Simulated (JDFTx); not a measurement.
# In in JDFTx: single point with PBE

Aim: the single point of In with PBE.

Program: JDFTx 1.7.0 (patched build). These are calculated values, not measurements. Logs are shortened: lines on timing, memory, paths and dates and some standing lists are left out, and cuts for length are marked. The log counts tension as positive stress, the text compression.

### Step 1. The undisturbed slab

The cell holds a slab with vacuum, 4 atoms: a = 3.339 Å, b = 3.339 Å, c = 23.207 Å, α = 90.00°, β = 90.00°, γ = 120.00°.

### Step 2. Single point, PBE (the (0 0 1) slab of In, cut from the database cell, not relaxed)

Contents of vacuum.in:

```
lattice \
    6.3103126219    -3.1551563110     0.0000000000 \
    0.0000000000     5.4648910364     0.0000000000 \
    0.0000000000     0.0000000000    43.8557495898
coords-type Cartesian
ion In     3.1551563109     1.8216303455    14.1729459347 0
ion In     0.0000000000     3.6432606909    19.3538079353 0
ion In     3.1551563109     1.8216303455    24.5019416545 1
ion In     0.0000000000     3.6432606909    29.6828036551 1

ion-species pseudo/In.upf
elec-cutoff 35
elec-ex-corr gga-PBE
kpoint-folding 4 4 1
elec-smearing Fermi 0.0018374661
elec-n-bands 34
electronic-SCF nIterations 100 energyDiffThreshold 1e-08
electronic-minimize nIterations 30 energyDiffThreshold 1e-7
coulomb-interaction Slab 001
coulomb-truncation-embed 0.000000 0.000000 21.927875
converge-empty-states yes
forces-output-coords Cartesian

dump-name vacuum.$VAR
dump End Ecomponents EigStats BandEigs Kpoints Forces Dtot State ElecDensity KEdensity
```

Potentials or basis: PseudoDojo-SR-PBE-0.5-standard with smoothed tails.

Started as:

```bash
$ jdftx -c 1 -i vacuum.in -o vacuum.out
```

The log of the run:

```text
*************** JDFTx 1.7.0 (patched build) ***************

Input parsed successfully to the following command list (including defaults):
[... the input with its defaults ...]

---------- Setting up symmetries ----------

Found 24 point-group symmetries of the bravais lattice
Found 6 space-group symmetries with basis
Applied RMS atom displacement 4.71408e-11 bohrs to make symmetries exact.

---------- Initializing the Grid ----------
R =
[      6.31031     -3.15516            0  ]
[            0      5.46489            0  ]
[            0            0      43.8557  ]
unit cell volume = 1512.37
G =
[   0.995701   0.574868         -0  ]
[          0    1.14974          0  ]
[          0         -0   0.143269  ]
Minimum fftbox size, Smin = [  36  36  236  ]
Chosen fftbox size, S = [  36  36  240  ]

---------- Exchange Correlation functional ----------
Initalized PBE GGA exchange.
Initalized PBE GGA correlation.

---------- Setting up pseudopotentials ----------
Width of ionic core gaussian charges (only for fluid interactions / plotting) set to 0

Reading pseudopotential file 'pseudo/In.upf':
  'In' pseudopotential, 'PBE' functional
  Generated using ONCVPSP code by D. R. Hamann
  13 valence electrons, 3 orbitals, 6 projectors, 1001 radial grid points, with lMax = 2
    4D    l: 2   occupation: 10.0   eigenvalue: -0.684392
    5S    l: 0   occupation:  2.0   eigenvalue: -0.301765
    5P    l: 1   occupation:  1.0   eigenvalue: -0.092561
  Core radius for overlap checks: 2.17 bohrs.

Initialized 1 species with 4 total atoms.

Folded 1 k-points by 4x4x1 to 16 k-points.

---------- Setting up k-points, bands, fillings ----------
Adding inversion symmetry to k-mesh for non-inversion-symmetric unit cell.
Reduced to 4 k-points under symmetry.
Computing the number of bands and number of electrons
Calculating initial fillings.
nElectrons:  52.000000   nBands: 34   nStates: 4

----- Setting up reduced wavefunction bases (one per k-point) -----
average nbasis = 14977.688 , ideal nbasis = 14957.361

---------- Setting up coulomb interaction ----------
Setting up double-sized grid for truncated Coulomb potentials:
R =
[      6.31031     -3.15516            0  ]
[            0      5.46489            0  ]
[            0            0      87.7115  ]
unit cell volume = 3024.75
G =
[   0.995701   0.574868         -0  ]
[          0    1.14974          0  ]
[          0         -0  0.0716347  ]
Chosen fftbox size, S = [  36  36  480  ]
Integer grid location selected as the embedding center:
   Grid: [  0  0  120  ]
   Lattice: [  0  0  0.5  ]
   Cartesian: [  0  0  21.9279  ]
Constructing Wigner-Seitz cell: 8 faces (6 quadrilaterals, 2 hexagons)
Range-separation parameter for embedded mesh potentials due to point charges: 0.539284 bohrs.
Initialized slab truncation along lattice direction 001

---------- Setting up 2D ewald sum ----------
Optimum gaussian width for ewald sums = 3.503231 bohr.
Real space sums over 289 unit cells with max indices [  8  8  0  ]
Reciprocal space sums over 81 terms with max indices [  4  4  0  ]

---------- Allocating electronic variables ----------
Initializing wave functions:  linear combination of atomic orbitals
In pseudo-atom occupations:   s ( 2 )  p ( 1 )  d ( 10 )
	FillingsUpdate:  mu: -0.065909302  nElectrons: 52.000000
LCAOMinimize: Iter:   0  F: -226.5381529000635794  |grad|_K:  9.094e-03  alpha:  1.000e+00
	FillingsUpdate:  mu: -0.225201842  nElectrons: 52.000000
LCAOMinimize: Iter:   1  F: -226.5517183550455229  |grad|_K:  3.474e-03  alpha:  1.181e-01  linmin:  1.890e-01  cgtest: -1.094e+00
LCAOMinimize: 	Bad step direction: g.d > 0.
[... 14 lines of inner loops ...]
LCAOMinimize: Iter:   6  F: -226.5548419721885978  |grad|_K:  3.066e-05  alpha:  1.149e-01  linmin:  1.252e-03  cgtest: -1.364e-02
	FillingsUpdate:  mu: -0.168115961  nElectrons: 52.000000
LCAOMinimize: Iter:   7  F: -226.5548421604510736  |grad|_K:  3.811e-05  alpha:  7.380e-02  linmin:  2.973e-05  cgtest:  7.582e-03
LCAOMinimize: Converged (|Delta F|<1.000000e-06 for 2 iters).

-------- Electronic minimization -----------
Will mix electronic density at each iteration.
	FillingsUpdate:  mu: -0.168115955  nElectrons: 52.000000
	FillingsUpdate:  mu: -0.187758923  nElectrons: 52.000000
SCF: Cycle:  0   F: -226.629900548714289   dF: -7.506e-02   |Residual|: 3.558e-02   |deigs|: 2.657e-02
	FillingsUpdate:  mu: -0.187303384  nElectrons: 52.000000
SCF: Cycle:  1   F: -226.635586105391468   dF: -5.686e-03   |Residual|: 1.856e-02   |deigs|: 4.849e-03
	FillingsUpdate:  mu: -0.185465717  nElectrons: 52.000000
SCF: Cycle:  2   F: -226.638418899846783   dF: -2.833e-03   |Residual|: 1.012e-02   |deigs|: 2.451e-03
	FillingsUpdate:  mu: -0.182936623  nElectrons: 52.000000
SCF: Cycle:  3   F: -226.639546260039651   dF: -1.127e-03   |Residual|: 5.531e-03   |deigs|: 3.821e-03
	FillingsUpdate:  mu: -0.181328095  nElectrons: 52.000000
SCF: Cycle:  4   F: -226.639947859280142   dF: -4.016e-04   |Residual|: 4.364e-03   |deigs|: 1.270e-03
	FillingsUpdate:  mu: -0.176609684  nElectrons: 52.000000
SCF: Cycle:  5   F: -226.640379672853726   dF: -4.318e-04   |Residual|: 2.729e-03   |deigs|: 4.987e-03
	FillingsUpdate:  mu: -0.174813705  nElectrons: 52.000000
SCF: Cycle:  6   F: -226.640409816528290   dF: -3.014e-05   |Residual|: 2.281e-03   |deigs|: 1.864e-03
	FillingsUpdate:  mu: -0.169812436  nElectrons: 52.000000
SCF: Cycle:  7   F: -226.640413293043679   dF: -3.477e-06   |Residual|: 2.330e-03   |deigs|: 5.294e-03
	FillingsUpdate:  mu: -0.164573712  nElectrons: 52.000000
SCF: Cycle:  8   F: -226.640450162148937   dF: -3.687e-05   |Residual|: 2.361e-03   |deigs|: 4.996e-03
	FillingsUpdate:  mu: -0.160388636  nElectrons: 52.000000
SCF: Cycle:  9   F: -226.640467757707626   dF: -1.760e-05   |Residual|: 1.460e-03   |deigs|: 4.405e-03
	FillingsUpdate:  mu: -0.154796972  nElectrons: 52.000000
SCF: Cycle: 10   F: -226.640445458020110   dF: +2.230e-05   |Residual|: 1.921e-03   |deigs|: 5.966e-03
	FillingsUpdate:  mu: -0.147799551  nElectrons: 52.000000
SCF: Cycle: 11   F: -226.640485097085673   dF: -3.964e-05   |Residual|: 1.676e-03   |deigs|: 6.950e-03
	FillingsUpdate:  mu: -0.144521032  nElectrons: 52.000000
SCF: Cycle: 12   F: -226.640492361229207   dF: -7.264e-06   |Residual|: 4.291e-04   |deigs|: 3.130e-03
	FillingsUpdate:  mu: -0.144264245  nElectrons: 52.000000
SCF: Cycle: 13   F: -226.640493010687464   dF: -6.495e-07   |Residual|: 2.755e-04   |deigs|: 4.569e-04
	FillingsUpdate:  mu: -0.143216484  nElectrons: 52.000000
SCF: Cycle: 14   F: -226.640493542904096   dF: -5.322e-07   |Residual|: 1.167e-04   |deigs|: 1.092e-03
	FillingsUpdate:  mu: -0.143269167  nElectrons: 52.000000
SCF: Cycle: 15   F: -226.640493801677650   dF: -2.588e-07   |Residual|: 6.763e-05   |deigs|: 1.963e-04
	FillingsUpdate:  mu: -0.143341673  nElectrons: 52.000000
SCF: Cycle: 16   F: -226.640493954776105   dF: -1.531e-07   |Residual|: 2.660e-05   |deigs|: 1.697e-04
	FillingsUpdate:  mu: -0.143295173  nElectrons: 52.000000
SCF: Cycle: 17   F: -226.640494022975133   dF: -6.820e-08   |Residual|: 1.373e-05   |deigs|: 1.081e-04
	FillingsUpdate:  mu: -0.143319061  nElectrons: 52.000000
SCF: Cycle: 18   F: -226.640494066632868   dF: -4.366e-08   |Residual|: 9.485e-06   |deigs|: 8.975e-05
	FillingsUpdate:  mu: -0.143325977  nElectrons: 52.000000
SCF: Cycle: 19   F: -226.640494091397898   dF: -2.477e-08   |Residual|: 7.344e-06   |deigs|: 4.187e-05
	FillingsUpdate:  mu: -0.143327021  nElectrons: 52.000000
SCF: Cycle: 20   F: -226.640494104798250   dF: -1.340e-08   |Residual|: 7.087e-06   |deigs|: 6.297e-05
	FillingsUpdate:  mu: -0.143329639  nElectrons: 52.000000
SCF: Cycle: 21   F: -226.640494114884007   dF: -1.009e-08   |Residual|: 7.028e-06   |deigs|: 2.755e-05
	FillingsUpdate:  mu: -0.143331109  nElectrons: 52.000000
SCF: Cycle: 22   F: -226.640494119668034   dF: -4.784e-09   |Residual|: 6.600e-06   |deigs|: 2.874e-05
	FillingsUpdate:  mu: -0.143331851  nElectrons: 52.000000
SCF: Cycle: 23   F: -226.640494123769173   dF: -4.101e-09   |Residual|: 5.963e-06   |deigs|: 3.101e-05
SCF: Converged (|Delta E|<1.000000e-08 for 2 iters).

Setting wave functions to eigenvectors of Hamiltonian
Converging empty states (this may take a while): |deigs|: 1.073e-04

# Ionic positions in cartesian coordinates:
ion In   3.155156310933334   1.821630345466667  14.172945934700000 0
ion In  -0.000000000033333   3.643260690933333  19.353807935300001 0
ion In   3.155156310933334   1.821630345466667  24.501941654499998 1
ion In  -0.000000000033333   3.643260690933333  29.682803655099999 1

# Forces in Cartesian coordinates:
force In   0.000000000000000  -0.000000000000000  -0.004612999188717 0
force In   0.000000000000000  -0.000000000000000  -0.003557636242324 0
force In   0.000000000000000   0.000000000000000   0.003630784566154 1
force In   0.000000000000000  -0.000000000000000   0.004395150514939 1

# Energy components:
   Eewald =    -1817.5515395201975934
       EH =    -1616.0038436693841959
     Eloc =     3139.8185194331340426
      Enl =      -59.1057149800506068
      Exc =      -80.0935883706983418
 Exc_core =       39.1469706333961440
       KE =      167.1495475254047847
-------------------------------------
     Etot =     -226.6396489483957453
       TS =        0.0008451753734250
-------------------------------------
        F =     -226.6404941237691730

IonicMinimize: Iter:   0  F: -226.640494123769173  |grad|_K:  2.327e-03
IonicMinimize: None of the convergence criteria satisfied after 0 iterations.

#--- Lowdin population analysis ---
# oxidation-state In +0.054 -0.012 -0.012 +0.054

Dumping 'vacuum.eigStats' ...
	eMin: -0.686302 at state 2 ( [ +0.000000 +0.500000 +0.000000 ] spin 0 )
	HOMO: -0.146665 at state 0 ( [ +0.000000 +0.000000 +0.000000 ] spin 0 )
	mu  : -0.143321
	LUMO: -0.139040 at state 3 ( [ +0.250000 +0.250000 +0.000000 ] spin 0 )
	eMax: +0.173090 at state 0 ( [ +0.000000 +0.000000 +0.000000 ] spin 0 )
	HOMO-LUMO gap: +0.007625
	Optical gap  : +0.009200 at state 3 ( [ +0.250000 +0.250000 +0.000000 ] spin 0 )
Done!
[note: the HOMO, LUMO and gaps printed at the end count levels as full or empty at half filling, so they show a gap where a level is partly filled]
```

Wall time 2.9 min (1 thread of Arm Neoverse V1, shared host); peak memory 0.21 GiB.

Results:

- Free energy: -6167.2020 eV
- Largest force: 0.237 eV/Å
- Band gap on the k mesh: none (metal or under the smearing width)
- Work function of the upper face: 3.90 eV
- Work function of the lower face: 3.90 eV

Forces in eV/Å, atoms in the order of the input:
```
In   0.000  0.000 -0.237
In   0.000  0.000 -0.183
In   0.000  0.000  0.187
In   0.000  0.000  0.226
```

Levels at points of the mesh, in eV from the Fermi level:
| k point | band 24 | band 25 | band 26 | band 27 | band 28 | band 29 |
| --- | --- | --- | --- | --- | --- | --- |
| (0.00, 0.00, 0.00) | -5.34 | -2.41 | -0.09 | 2.30 | 3.63 | 3.85 |
| (0.00, 0.50, 0.00) | -3.15 | -2.40 | -1.77 | -0.77 | -0.31 | 1.81 |

Caveat: the k mesh is coarse (spacing up to 0.54 Å⁻¹), so the values aren't converged; forces may be off by hundredths of an eV/Å.
